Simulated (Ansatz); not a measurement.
`NC(=O)N[SiH3]` + `[OH][Sn][OH]` → `[OH][Sn][O][SiH3]` + `NC(N)=O`  (ligand exchange at the Si–N bond)

Isolated molecules relaxed with PBE0-D4/def2-TZVP in Ansatz; ΔE leaves out vibrations. CCSD(T)/CBS is the MP2 limit (def2-TZVPP, def2-QZVPP) plus CCSD(T) − MP2 in def2-TZVPP, frozen cores. Functionals use def2-TZVPP. def2 core potentials past Kr. For Sn outer-core shells are correlated without core-valence functions, which leaves a few kJ/mol of doubt a bond. Each species was taken in one conformer, which may not be the lowest.

```tsv
level	ΔE (kJ/mol)
r2SCAN-D4	-51.7
SCS-MP2/def2-TZVPP	-56.1
```

(1) What does CCSD(T)/CBS give? (Estimate.)

Largest T1 diagnostic among the species: 0.018.

Answers

(1) Computed: -52.2 kJ/mol. The listed levels differ from it by 0.5, -3.9 kJ/mol.

From PBE to PBE0 (25 % exact exchange), in def2-TZVPP and without D4, ΔE moves by −3.2 kJ/mol. In def2-TZVPP, CCSD(T) changes the Hartree–Fock value by +13.6 kJ/mol (the triples alone add +2.0 kJ/mol) and MP2 by +13.4 kJ/mol.

CCSD(T)/CBS has its own doubt, a few kJ/mol and more with outer-core shells, so smaller differences from it don't rank the levels.
